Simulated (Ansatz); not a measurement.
Method: DFT PBE+D3(BJ), scalar-relativistic, plane waves, PAW in Ansatz 0.2.0. All cells share a 420 eV cutoff and Γ-centred k meshes spaced at most about 0.3 Å⁻¹ (about 0.25 or finer for metals, 2π included). No spin polarisation.

Each guess is relaxed in cell and atoms at zero pressure, on a coarse mesh first where it starts far from rest and then on a converged one. The steps can't lower the symmetry of the start, but it can rise. Energies are static (0 K, no zero-point motion).

This guess for PbO₂ isn't its lowest structure:

```
Pb O
1.0
     1.72725    0.99723    5.08187
    -1.72725    0.99723    5.08187
     0.00000   -1.99446    5.08187
Pb O
1 2
Cartesian
  0.0000 0.0000 7.6228
  0.0000 0.0000 11.2818
  0.0000 0.0000 3.9639
```

Problem. What does it relax into?

Solution. R-3m at 17.5 Å³/atom → R-3m (cadmium chloride type) at 13.8 Å³/atom. Conventional cell: a = 3.484 Å, c = 11.823 Å. Pb has 6 O at 2.24 Å; around O lie 3 Pb at 2.24 Å.

```
Pb O
1.0
     1.74179    1.00562    3.94101
    -1.74179    1.00562    3.94101
     0.00000   -2.01124    3.94101
Pb O
1 2
Direct
  0.50000 0.50000 0.50000
  0.74960 0.74960 0.74960
  0.25040 0.25040 0.25040
```

Problem. Compare it with the lowest PbO₂ structure at this level.

Solution. It lies 80 meV/atom above the lowest of the 3 forms computed, a structure that the Crystallography Open Database (COD) lists, of the rutile type. Space group P4_2/mnm (No. 136), tetragonal, a = 5.030 Å, c = 3.441 Å. Pb has 6 O at 2.19–2.20 Å; O has 3 Pb at 2.19–2.20 Å. That form has 14.5 Å³/atom and a gap of 0.05 eV on its mesh; the guess's end has none. Counting O atoms around Pb (those within 1.25 times the shortest such distance or 1.15 times the sum of covalent radii), the guess's end and the lowest form both have Pb 6.

Spin–orbit coupling, which can matter for Pb, is left out. The zero gap of R-3m may come from the functional, which often closes small gaps. Some candidate types were left out of the draw beforehand, so a known form may be missing.
